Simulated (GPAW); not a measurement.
GaSb:

```
Sb Ga
1.0
     0.00000    3.05900    3.05900
     3.05900    0.00000    3.05900
     3.05900    3.05900    0.00000
Sb Ga
1 1
Direct
  0.75000 0.75000 0.75000
  0.00000 0.00000 0.00000
```

```yaml
Program: GPAW 26.7.0
Task: relaxation of cell and atoms
Functional: RPBE
Potentials_or_basis: the program's PAW data sets (release 1.2.1) made for this functional
Cutoff: 600 eV
Basis: pw
k_mesh: 8 × 8 × 8
Occupations: fermi-dirac, width 0.05 eV
Spin: no spin polarisation
```

At the start: pressure 4.0 GPa; volume 28.62 Å³/atom.

**Question.** How do energy, volume and symmetry change on relaxing?

**Answer.** Over 4 steps the energy falls by 27.6 meV/atom and the volume is 31.00 Å³/atom (+8.3 %); space group F-43m (No. 216, to 0.05 Å).

The path:
```
step  energy change (eV)  largest force (eV/Å)  pressure (GPa)  volume (Å³)
   1              0.0000                0.0000            3.96        57.25
   2             -0.0192                0.0000            3.10        58.12
   3             -0.0549                0.0000            0.24        61.66
   4             -0.0552                0.0000            0.02        61.99
```

Final structure:
```
CELL_PARAMETERS angstrom
0.00000 3.14125 3.14125
3.14125 0.00000 3.14125
3.14125 3.14125 0.00000
ATOMIC_POSITIONS crystal
Sb 0.75000 0.75000 0.75000
Ga 0.00000 0.00000 0.00000
```

Caveat: later steps reuse the first step's grids.
